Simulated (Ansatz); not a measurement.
## BN: course of a relaxation

Theory: DFT r2SCAN, scalar-relativistic, plane waves, PAW in Ansatz 0.2.0. Settings: 500 eV cutoff, 10×4×6 k-mesh, Gaussian smearing of 0.02 eV, no spin polarisation.

What was changed: uniaxial strain along a, with b, c and atoms relaxed: -3.0 %.

Command:

```bash
ansatz run input.yaml --threads 1 --pin off --max-ram 2560MiB --backend cpu --events-out ev --progress --plain --runs-dir out
```

Input:

```yaml
crystal:
  lattice:
    - [2.4265486333, 0.0, 0.0]
    - [0.0, 7.01709035, 0.0]
    - [0.0, 0.0, 4.361363543]
  atoms:
    - { symbol: B, position: [0.5, 0.0, 0.4994433934] }
    - { symbol: B, position: [0.5, 0.5, -0.0005566066] }
    - { symbol: B, position: [0.0, 0.0, -0.0005566066] }
    - { symbol: B, position: [0.0, 0.5, 0.4994433934] }
    - { symbol: "N", position: [0.5, 0.0, 0.1672565966] }
    - { symbol: "N", position: [0.5, 0.5, 0.6672565966] }
    - { symbol: "N", position: [0.0, 0.0, 0.6672565966] }
    - { symbol: "N", position: [0.0, 0.5, 0.1672565966] }
basis:
  ecutwfc: 500
kpoints:
  mp_grid: { grid: [10, 4, 6] }
hamiltonian:
  xc: r2scan
scf:
  occupations: { method: gaussian, width: 0.02 }
output:
  forces: true
  stress: true
  eigenvalues: true
relax:
  adjacent_minimum: "off"
  f_tol: 0.008
  max_steps: 40
  cell: { stress_tol: 0.015, fix: [a, angles] }
```

F is the free energy. Steps run on the plane waves of an earlier cell, but the last one, and at times one on the way, on a freshly chosen basis, so a repeated geometry can differ a little in energy. The held parts of the cell keep their stress, so P needn't end at zero.

Steps:

```tsv
step	F − F(1) (eV)	largest force component (eV/Å)	V (Å³/atom)	P (GPa)
1	0.0000	0.276	9.283	8.65
2	-0.0023	0.173	9.258	8.79
3	-0.0038	0.001	9.229	8.87
4	-0.0038	0.001	9.234	8.90
5	-0.0038	0.000	9.235	8.88
6	-0.0036	0.000	9.235	8.88
```

Relaxed structure:

```xyz
8
Lattice="2.4265 0.0000 0.0000 0.0000 6.9864 0.0000 0.0000 0.0000 4.3581" Properties=species:S:1:pos:R:3 pbc="T T T"
B     1.2133    0.0000    2.1736
B     1.2133    3.4932   -0.0054
B     0.0000    0.0000   -0.0054
B     0.0000    3.4932    2.1736
N     1.2133    0.0000    0.7319
N     1.2133    3.4932    2.9110
N     0.0000    0.0000    2.9110
N     0.0000    3.4932    0.7319
```

It takes space group Fmm2 (No. 42, orthorhombic). The conventional cell has a = 2.427 Å, b = 6.986 Å, c = 4.358 Å, α = 90.00°, β = 90.00°, γ = 90.00°. B (site symmetry mm2) is surrounded by 3 N at 1.42 to 1.44 Å. N (site symmetry mm2) has 3 B at 1.42 to 1.44 Å as nearest neighbours.

The run converged. Time: 100 s on 1 thread of Intel(R) Xeon(R) Platinum 8375C CPU @ 2.90GHz (Ice Lake), with other jobs on the host, peak memory 0.56 GiB.